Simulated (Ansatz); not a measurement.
**AgCl: band gap under strain**

Aim: follow the gap of AgCl in the database structure through these states: no strain; -4.8 % biaxial strain in x and y, free along z; +1.7 % equal strain in all directions. The table at the end shows which levels were run.

The runs shown are made with Ansatz 0.2.0. PAW datasets, plane waves. Calculated at 0 K for a non-magnetic cell.

## (1) The system as given

The unstrained cell was relaxed with r2SCAN; in each strained cell the atoms were relaxed again with r2SCAN. Names of k-points are those of the unstrained zone, where strain can split equivalent points. First state: no strain.

Space group Cmcm (No. 63), orthorhombic; a = 3.726 Å, b = 11.112 Å, c = 3.942 Å in the conventional setting, 20.40 Å³ an atom. Around Ag lie 5 Cl at 2.73–2.91 Å and 2 Ag at 3.04 Å; around Cl lie 5 Ag at 2.73–2.91 Å.

As a file:

Space group Cmcm (No. 63). a = 3.726 Å, b = 11.112 Å, c = 3.942 Å, α = 90.00°, β = 90.00°, γ = 90.00°
```json
{"atom": "Ag", "site": "4c", "symmetry": "m2m", "x": "0.0000", "y": "0.6042", "z": "0.7500"}
{"atom": "Cl", "site": "4c", "symmetry": "m2m", "x": "0.5000", "y": "0.6341", "z": "0.2500"}
```

## (2) No strain: PBE

Contents of input.yaml:

```yaml
crystal:
  lattice:
    - [1.863140728, -5.555957921, 0.0]
    - [1.863140728, 5.555957921, 0.0]
    - [0.0, 0.0, 3.9420485703]
  atoms:
    - { symbol: Ag, position: [0.3957763085, 0.6042236915, 0.75] }
    - { symbol: Ag, position: [0.6042236915, 0.3957763085, 0.25] }
    - { symbol: Cl, position: [0.8659209906, 0.1340790094, 0.25] }
    - { symbol: Cl, position: [0.1340790094, 0.8659209906, 0.75] }
kpoints:
  mp_grid: { grid: [8, 8, 6] }
  band_path:
    path:
      - [0.0, 0.0, 0.0]
      - [-0.5, 0.5, 0.0]
      - [-0.2781134039, 0.7218865961, 0.0]
      - [0.2781134039, 0.2781134039, 0.0]
      - [0.0, 0.0, 0.5]
      - [0.2781134039, 0.2781134039, 0.5]
      - [-0.2781134039, 0.7218865961, 0.5]
      - [-0.5, 0.5, 0.5]
      - [0.0, 0.5, 0.0]
      - [0.244792, 0.244792, 0.0]
    npoints: 1
hamiltonian:
  xc: pbe
scf:
  occupations: { method: fermi_dirac, width: 0.02 }
  n_extra_bands: 5
output:
  forces: true
  stress: true
  eigenvalues: true
```

On the command line:

```console
$ ansatz run input.yaml --threads 4 --pin off --max-ram 4608MiB --backend cpu --events-out ev --progress --plain --runs-dir out
```

The runs that follow: No strain: r2SCAN; No strain: HSE06; -4.8 % biaxial strain in x and y, free along z: PBE; -4.8 % biaxial strain in x and y, free along z: r2SCAN; -4.8 % biaxial strain in x and y, free along z: HSE06; +1.7 % equal strain in all directions: PBE; +1.7 % equal strain in all directions: r2SCAN; +1.7 % equal strain in all directions: HSE06.

Before running it: what results should come out?

**Answer**, as computed:

Least gap in eV (negative: overlap), with the change from the unstrained cell in brackets:

```
                                         state  volume change (%)           PBE        r2SCAN         HSE06
                                     no strain               +0.0          0.45          1.01          1.86
-4.8 % biaxial strain in x and y, free along z               -2.9  0.55 (+0.10)  1.14 (+0.13)  2.00 (+0.14)
         +1.7 % equal strain in all directions               +5.0  0.44 (-0.01)  0.99 (-0.02)  1.86 (+0.00)
```

With HSE06, of the states in the table -4.8 % biaxial strain in x and y, free along z shifts the gap most, by +0.139 eV. PBE and HSE06 differ by 1.41 eV on the unstrained gap, and by at most 0.04 eV on its change: PBE follows the response to strain far better than the gap itself.
